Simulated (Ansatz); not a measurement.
Input:

```
CELL_PARAMETERS angstrom
      4.48048     0.00000     0.00000
      0.00000     4.48048     0.00000
      0.00000     0.00000     2.90372
ATOMIC_POSITIONS crystal
  Ge 0.00000 0.00000 0.00000
  Ge 0.50000 0.50000 0.50000
  O  0.30699 0.30699 0.00000
  O  0.80699 0.19301 0.50000
  O  0.19301 0.80699 0.50000
  O  0.69301 0.69301 0.00000
```

No spin polarisation.

Computed with PBE (Ansatz, a first-principles code, PAW, without spin-orbit coupling). k-mesh 8×8×11 (Γ-centred); smearing 0.05 eV (Fermi–Dirac).

### Question
Predict the valence-band top at Γ, electron mass and band gap.

### Answer
The valence-band top at Γ (three highest levels, from the VBM) is 0.00, -0.79, -0.79 eV and the electron mass is 0.19 mₑ along c, 0.23 mₑ across (at Γ). The band gap comes out as 1.26 eV.

Load acts through the strain it causes; cell and atoms are relaxed under it. Effective masses come from finite differences of ±0.01 Å⁻¹. No phonon test of stability was made. The cell was made from GeO2 in the rutile structure (space group P4_2/mnm, No. 136) by this change: pressure 0.7 GPa.
